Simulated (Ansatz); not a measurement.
Crystal: MoSe2.

```
CELL_PARAMETERS angstrom
3.28800 0.00000 0.00000
-1.64400 2.84749 0.00000
0.00000 0.00000 12.90000
ATOMIC_POSITIONS crystal
Mo 0.66667 0.33333 0.75000
Mo 0.33333 0.66667 0.25000
Se 0.66667 0.33333 0.37500
Se 0.33333 0.66667 0.87500
Se 0.66667 0.33333 0.12500
Se 0.33333 0.66667 0.62500
```

```yaml
Program: Ansatz 0.2.0
Task: relaxation of cell and atoms
Functional: RPBE
Potentials_or_basis: Ansatz PAW
Cutoff: "420 eV (not typed: the program's choice for these potentials)"
k_mesh: 9 × 9 × 2
Occupations: fermi-dirac, width 0.05 eV
Spin: no spin polarisation
```

At the start: volume 20.13 Å³/atom.

Task: Where does the relaxation end?

Result: It ends after 19 steps and the volume is 28.43 Å³/atom (+41.2 %); space group P6_3/mmc (No. 194, to 0.05 Å).

The path:
| step | energy change (eV) | largest force (eV/Å) | volume (Å³) |
| --- | --- | --- | --- |
| 1 | 0.0000 | 1.1886 | 120.78 |
| 2 | -0.2933 | 0.6829 | 133.02 |
| 3 | -0.3786 | 0.3675 | 142.15 |
| 4 | -0.4522 | 0.1251 | 141.28 |
| 5 | -0.4680 | 0.0836 | 144.48 |
| 6 | -0.4730 | 0.0019 | 147.86 |
| 7 | -0.4940 | 0.0001 | 147.86 |
| 8 | -0.5054 | 0.0153 | 151.32 |
| 9 | -0.5158 | 0.0821 | 157.46 |
| 10 | -0.5197 | 0.0066 | 161.50 |
| 11 | -0.5198 | 0.0391 | 164.67 |
| 12 | -0.5200 | 0.0001 | 164.47 |
| 13 | -0.5201 | 0.0001 | 164.24 |
| 14 | -0.5233 | 0.0004 | 164.24 |
| 15 | -0.5237 | 0.0023 | 165.96 |
| 16 | -0.5238 | 0.0145 | 169.24 |
| 17 | -0.5238 | 0.0035 | 170.05 |
| 18 | -0.5237 | 0.0006 | 170.58 |
| 19 | -0.5244 | 0.0006 | 170.58 |

Final structure:
```yaml
crystal:
  lattice:
    - [3.34928, 0.00000, 0.00000]
    - [-1.67464, 2.90057, 0.00000]
    - [0.00000, 0.00000, 17.55899]
  atoms:
    - { symbol: Mo, position: [0.66667, 0.33333, 0.75000] }
    - { symbol: Mo, position: [0.33333, 0.66667, 0.25000] }
    - { symbol: Se, position: [0.66667, 0.33333, 0.34512] }
    - { symbol: Se, position: [0.33333, 0.66667, 0.84512] }
    - { symbol: Se, position: [0.66667, 0.33333, 0.15488] }
    - { symbol: Se, position: [0.33333, 0.66667, 0.65488] }
```

Caveat: the volume moved by over 15 % at a fixed basis, so the end points are rough; the plane-wave basis is chosen anew once the cell has moved, so the energies of steps on either side of that aren't comparable; this functional lacks dispersion, which binds the layers, so the pressure and a relaxed spacing across them are unreliable, and here the layers came unbound; the volume moved by +41 % from the deposited cell, more than functionals usually miss; the PAW data sets come from PBE, with cores solved anew for the run's functional, which leaves a small shift of forces and pressure.
